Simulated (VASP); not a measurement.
# FeO (Wuestite) (Fm-3m) in VASP: a series of runs

The runs below take FeO (Wuestite) through single point, with LDA.

Everything below comes from runs of VASP 6.6.1. Logs are shortened: lines on timing, memory, paths and dates and some standing lists are left out, and cuts for length are marked.

### 1 The structure

It takes space group Fm-3m (No. 225, cubic). Conventional cell: a = 4.311 Å, b = 4.311 Å, c = 4.311 Å, α = 90.00°, β = 90.00°, γ = 90.00°. Around Fe (site symmetry m-3m) lie 6 O at 2.16 Å. Around O (site symmetry m-3m) lie 6 Fe at 2.16 Å.

### 2 Single point, LDA, collinear spin, ferromagnetic start

Input file INCAR:

```
PREC     = Accurate       # precision mode
ENCUT    = 450            # plane-wave cutoff, eV
EDIFF    = 1E-5           # SCF threshold, eV
ISMEAR   = 0              # smearing method
SIGMA    = 0.05           # smearing width, eV
LREAL    = False          # projectors in reciprocal space
LASPH    = True           # aspherical terms in the spheres
NELM     = 100            # most SCF steps
ALGO     = Normal         # electronic algorithm
ISIF     = 2              # what is computed and relaxed
LWAVE    = False          # write WAVECAR
LCHARG   = False          # write CHGCAR
ISPIN    = 2              # spin polarisation
MAGMOM   = 3 0            # initial moments
LORBIT   = 11             # projections on sites
LMAXMIX  = 4              # l up to which the mixer works
NBANDS   = 18             # bands
ADDGRID  = False
```

Input file KPOINTS:

```
Automatic mesh
0
Gamma
  6 6 6
```

Input file POSCAR:

```
FeO
1.0
    0.0000000000      2.1554000000      2.1554000000
    2.1554000000      0.0000000000      2.1554000000
    2.1554000000      2.1554000000      0.0000000000
Fe O
1 1
Direct
    0.0000000000      0.0000000000      0.0000000000
    0.5000000000      0.5000000000      0.5000000000
```

Potentials or basis: VASP PAW LDA potentials, release 64 (Fe, O).

Started as:

```sh
cat potpaw_LDA.64/Fe/POTCAR potpaw_LDA.64/O/POTCAR > POTCAR
mpirun -np 1 vasp_std > vasp.out
```

OUTCAR:

```text
PREC = Accurate
   ENCUT = 450
   EDIFF = 1E-5
   ISMEAR = 0
   LREAL = False
   LASPH = True
   NELM = 100
   ISIF = 2
   ISPIN = 2
   LORBIT = 11

 Found     16 irreducible k-points:

 Following reciprocal coordinates:
            Coordinates               Weight
  0.000000  0.000000  0.000000      1.000000
  0.166667  0.000000  0.000000      8.000000
  0.333333  0.000000  0.000000      8.000000
  0.500000  0.000000  0.000000      4.000000
  0.166667  0.166667  0.000000      6.000000
  0.333333  0.166667  0.000000     24.000000
   k-points           NKPTS =     16   k-points in BZ     NKDIM =     16   number of bands    NBANDS=     18
   number of dos      NEDOS =    301   number of ions     NIONS =      2
   total plane-waves  NPLWV =  13824
   dimension x,y,z NGX =    24 NGY =   24 NGZ =   24
   dimension x,y,z NGXF=    48 NGYF=   48 NGZF=   48
   ions per type =               1   1
   NGX,Y,Z   is equivalent  to a cutoff of  13.09, 13.09, 13.09 a.u.
   NGXF,Y,Z  is equivalent  to a cutoff of  26.18, 26.18, 26.18 a.u.
 SYSTEM =  unknown system
   PREC   = accura    normal or accurate (medium, high low for compatibility)
   ISTART =      0    job   : 0-new  1-cont  2-samecut
   ICHARG =      2    charge: 1-file 2-atom 10-const
   ISPIN  =      2    spin polarized calculation?
   LNONCOLLINEAR =      F non collinear calculations
   LSORBIT =      F    spin-orbit coupling
   LASPH  =      T    aspherical Exc in radial PAW
   ENCUT  =  450.0 eV  33.07 Ry    5.75 a.u.   5.27  5.27  5.27*2*pi/ulx,y,z
   NELM   =    100;   NELMIN=  2; NELMDL= -5     # of ELM steps
   EDIFF  = 0.1E-04   stopping-criterion for ELM
   LREAL  =      F    real-space projection
   EDIFFG = 0.1E-03   stopping-criterion for IOM
   NSW    =      0    number of steps for IOM
   IBRION =     -1    ionic relax: 0-MD 1-quasi-New 2-CG
   NFREE  =      0    steps in history (QN), initial steepest desc. (CG)
   ISIF   =      2    stress and relaxation
   ISYM   =      2    0-nonsym 1-usesym 2-fastsym
   POTIM  = 0.5000    time-step for ionic-motion
   TEBEG  =    0.0;   TEEND  =   0.0 temperature during run
   PSTRESS=    0.0 pullay stress
   NELECT =      14.0000    total number of electrons
   NUPDOWN=      -1.0000    fix difference up-down
   EMIN   =  10.00;   EMAX   =-10.00  energy-range for DOS
   EFERMI =   0.00;   METHOD = LEGACY
   ISMEAR =     0;   SIGMA  =   0.05  broadening in eV -4-tet -1-fermi 0-gaus
   EFERMI_NEDOS =   21; number of points for ismear=-14 and -15
   IALGO  =     38    algorithm
   IMIX   =      4    mixing-type and parameters
     AMIX     =   0.40;   BMIX     =  1.00
     AMIX_MAG =   1.60;   BMIX_MAG =  1.00
  volume/ion in A,a.u.               =      10.01        67.57
  Fermi-wavevector in a.u.,A,eV,Ry     =   1.452935  2.745650 28.722187  2.111021
  Thomas-Fermi vector in A             =   2.570260
   LORBIT       =     11    0 simple, 1 ext, 2 COOP (PROOUT), +10 PAW based schemes
   GGA     = CA    functional components
   LHFCALC =     F    Hartree Fock is set to
   AEXX    =    0.0000 exact exchange contribution
   IVDW    =     0    specifies the selected vdW correction
   LEPSILON=     F    determine dielectric tensor
   LRPA    =     F    only Hartree local field effects (RPA)
 spin polarized calculation
 Gauss-broadening in eV      SIGMA  =   0.05
  energy-cutoff  :      450.00
  volume of cell :       20.03
 maximum number of plane-waves:       444
 NGX is ok and might be reduce to    24
   NGX = 11   NGY = 11   NGZ = 11

 number of electron      13.9999998 magnetization       3.9966711

 Free energy of the ion-electron system (eV)
  ---------------------------------------------------
  ext. energy  EPLUGINS =         0.00000000
  ---------------------------------------------------
  free energy    TOTEN  =       -16.39492540 eV

  energy without entropy =      -16.39272540  energy(sigma->0) =      -16.39382540

 E-fermi :   5.8362     XC(G=0): -12.6220

 val. band max:        5.8233482835   @ k =   0.1667   0.1667   0.0000
 cond. band min:       5.9043466396   @ k =  -0.3333   0.3333   0.1667
 fundamental gap:      0.0809983560
 Fermi energy:         5.8361999629

 spin component 1

 k-point     1 :       0.0000    0.0000    0.0000
  band No.  band energies     occupation
      1     -14.5381      1.00000
      2       2.0959      1.00000
      3       2.0959      1.00000
      4       2.0959      1.00000
      5       2.1945      1.00000
      6       2.1945      1.00000
[... 10 lines left out ...]
     17      26.4069      0.00000
     18      29.5205      0.00000

 k-point     2 :       0.1667    0.0000    0.0000
  band No.  band energies     occupation
      1     -14.2661      1.00000
      2       0.1795      1.00000
      3       0.7474      1.00000
      4       0.7474      1.00000
      5       2.4167      1.00000
      6       2.4167      1.00000
[... 10 lines left out ...]
     17      29.2829      0.00000
     18      32.5981      0.00000

 k-point     3 :       0.3333    0.0000    0.0000
  band No.  band energies     occupation
      1     -13.6543      1.00000
      2      -1.9652      1.00000
      3      -0.2889      1.00000
      4      -0.2889      1.00000
      5       2.8235      1.00000
      6       2.8235      1.00000
[... 10 lines left out ...]
     17      31.2235      0.00000
     18      33.8710      0.00000

 k-point     4 :       0.5000    0.0000    0.0000
  band No.  band energies     occupation
      1     -13.3064      1.00000
      2      -2.8690      1.00000
      3      -0.6577      1.00000
      4      -0.6577      1.00000
      5       3.0386      1.00000
      6       3.0386      1.00000
[... 10 lines left out ...]
     17      29.5630      0.00000
     18      31.9926      0.00000

 k-point     5 :       0.1667    0.1667    0.0000
  band No.  band energies     occupation
      1     -14.1942      1.00000
      2      -0.4535      1.00000
      3       1.2102      1.00000
      4       1.2102      1.00000
      5       1.9482      1.00000
      6       2.5646      1.00000
[... 10 lines left out ...]
     17      29.9000      0.00000
     18      30.0492      0.00000

 k-point     6 :       0.3333    0.1667    0.0000
  band No.  band energies     occupation
      1     -13.7402      1.00000
      2      -1.5464      1.00000
      3       0.0261      1.00000
      4       0.3478      1.00000
      5       2.2221      1.00000
      6       2.9117      1.00000
[... 10 lines left out ...]
     17      32.8092      0.00000
     18      33.7615      0.00000

 [... further k-points ...]

 spin component 2

 k-point     1 :       0.0000    0.0000    0.0000
  band No.  band energies     occupation
      1     -13.9659      1.00000
      2       2.7039      1.00000
      3       2.7039      1.00000
      4       2.7039      1.00000
      5       5.0739      1.00000
      6       5.0739      1.00000
[... 10 lines left out ...]
     17      27.6942      0.00000
     18      30.6655      0.00000

 k-point     2 :       0.1667    0.0000    0.0000
  band No.  band energies     occupation
      1     -13.6914      1.00000
      2       1.0138      1.00000
      3       1.9884      1.00000
      4       1.9884      1.00000
      5       5.3632      1.00000
      6       5.3685      1.00000
[... 10 lines left out ...]
     17      30.3074      0.00000
     18      33.7928      0.00000

 k-point     3 :       0.3333    0.0000    0.0000
  band No.  band energies     occupation
      1     -13.0743      1.00000
      2      -1.1754      1.00000
      3       1.0655      1.00000
      4       1.0655      1.00000
      5       5.9158      0.01219
      6       5.9158      0.01219
[... 10 lines left out ...]
     17      31.8690      0.00000
     18      34.6814      0.00000

 k-point     4 :       0.5000    0.0000    0.0000
  band No.  band energies     occupation
      1     -12.7231      1.00000
      2      -2.0996      1.00000
      3       0.7104      1.00000
      4       0.7104      1.00000
      5       6.2061      0.00000
      6       6.2061      0.00000
[... 10 lines left out ...]
     17      30.0857      0.00000
     18      32.6226      0.00000

 k-point     5 :       0.1667    0.1667    0.0000
  band No.  band energies     occupation
      1     -13.6175      1.00000
      2       0.5862      1.00000
      3       2.1497      1.00000
      4       2.1497      1.00000
      5       4.7072      1.00000
      6       5.8233      0.64189
[... 10 lines left out ...]
     17      31.1329      0.00000
     18      31.1329      0.00000

 k-point     6 :       0.3333    0.1667    0.0000
  band No.  band energies     occupation
      1     -13.1558      1.00000
      2      -0.6739      1.00000
      3       1.1680      1.00000
      4       1.4842      1.00000
      5       4.9160      1.00000
      6       6.1220      0.00000
[... 10 lines left out ...]
     17      33.5371      0.00000
     18      34.6562      0.00000

 [... further k-points ...]

------------------------ aborting loop because EDIFF is reached ----------------------------------------

  FORCE on cell =-STRESS in cart. coord.  units (eV):
  Direction    XX          YY          ZZ          XY          YZ          ZX
  --------------------------------------------------------------------------------------
  -------------------------------------------------------------------------------------
  Total       -2.0589543     -2.0589543     -2.0589543      0.0000000     -0.0000000      0.0000000
  in kB     -164.7189848   -164.7189848   -164.7189848      0.0000000     -0.0000000      0.0000000
  external PRESSURE =    -164.7189848 kB  Pullay stress =       0.0000000 kB

 VOLUME and BASIS-vectors are now :
 -----------------------------------------------------------------------------
  energy-cutoff  :      450.00
  volume of cell :       20.03
      direct lattice vectors                 reciprocal lattice vectors
     0.000000000  2.155400000  2.155400000    -0.231975503  0.231975503  0.231975503
     2.155400000  0.000000000  2.155400000     0.231975503 -0.231975503  0.231975503
     2.155400000  2.155400000  0.000000000     0.231975503  0.231975503 -0.231975503

 POSITION                                       TOTAL-FORCE (eV/Angst)
 -----------------------------------------------------------------------------------
      0.00000      0.00000      0.00000         0.000000      0.000000      0.000000
      2.15540      2.15540      2.15540        -0.000000     -0.000000     -0.000000
 -----------------------------------------------------------------------------------
    total drift:                                0.000000     -0.000000      0.000000

  FREE ENERGIE OF THE ION-ELECTRON SYSTEM (eV)
  ---------------------------------------------------
  free  energy   TOTEN  =       -16.3949254005 eV

  energy  without entropy=      -16.3927253964  energy(sigma->0) =      -16.39382540

 total charge

# of ion       s       p       d       tot
------------------------------------------
    1        0.293   0.364   6.105   6.762
    2        1.553   3.414   0.000   4.967
--------------------------------------------------
tot          1.846   3.779   6.105  11.729

 magnetization (x)

# of ion       s       p       d       tot
------------------------------------------
    1        0.025   0.021   3.533   3.579
    2        0.030   0.285   0.000   0.315
--------------------------------------------------
tot          0.055   0.306   3.533   3.894
```

Wall time 9.5 s (1 thread of Intel Xeon Platinum 8375C at 2.90GHz (Ice Lake), shared host); peak memory 0.13 GiB.

These settings aren't checked as converged: the numbers below hold their error.

Results:

```
Free energy                                           : -16.3949 eV
Band gap on the k mesh                                : none (metal or under the smearing width)
Net moment                                            : 4.00 μB per cell
Site moments                                          : Fe +3.58; O +0.32 μB
Valence electrons inside the program's atomic spheres : Fe 6.76; O 4.97
```

Caveat: the k mesh is coarse (spacing up to 0.42 Å⁻¹), so the values aren't converged; the cutoff is under 1.25 times the usual one of these potentials, so pressure, stress and relaxed cells hold a basis-set (Pulay) error; a cell with one magnetic atom can't hold antiferromagnetic order, which such compounds often take; semilocal functionals often make such compounds metallic where correlation or magnetic order opens a gap, which also shifts bond lengths.

(Part 1 of 2 ends here.)
